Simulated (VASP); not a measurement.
Here is a VASP 6.6.1 calculation.

INCAR

```
SYSTEM = KF
PREC = Accurate ; ENCUT = 600
EDIFF = 1E-7 ; ISMEAR = 0
SIGMA = 0.03 ; LREAL = .FALSE.
LASPH = .TRUE. ; NELM = 80
ALGO = Normal ; ISIF = 2
LWAVE = .FALSE. ; LCHARG = .FALSE.
GGA = PE ; IBRION = 2
NSW = 40 ; EDIFFG = -0.01
```

The input KPOINTS:

```
regular mesh
0
G
  10 10 10
  0 0 0
```

POSCAR

```
KF                                      
1.0
    0.0000000000      2.6924809339      2.6924809339
    2.6924809339      0.0000000000      2.6924809339
    2.6924809339      2.6924809339      0.0000000000
  K               F             
     1     1
Direct
     0.0000000000000000    0.0000000000000000    0.0000000000000000
     0.5000000000000000    0.5000000000000000    0.5000000000000000
```

Potentials or basis: VASP PAW PBE potentials, release 64 (K_sv, F).

The run is started by

```sh
$ cat potpaw_PBE.64/K_sv/POTCAR potpaw_PBE.64/F/POTCAR > POTCAR
$ mpirun -np 1 vasp_std > vasp.out
```

Predict the band gap on the k mesh.

6.05 eV, direct.

Final structure:
```cif
data_structure
_symmetry_space_group_name_H-M 'P 1'
_symmetry_Int_Tables_number 1
_cell_length_a 3.8077
_cell_length_b 3.8077
_cell_length_c 3.8077
_cell_angle_alpha 60.000
_cell_angle_beta 60.000
_cell_angle_gamma 60.000
_cell_volume 39.04
loop_
_atom_site_label
_atom_site_type_symbol
_atom_site_fract_x
_atom_site_fract_y
_atom_site_fract_z
_atom_site_occupancy
K1 K 0.00000 0.00000 0.00000 1
F1 F 0.50000 0.50000 0.50000 1
```

Caveat: the relaxation stopped at its first step, so nothing moved. A k mesh can miss the band edges.
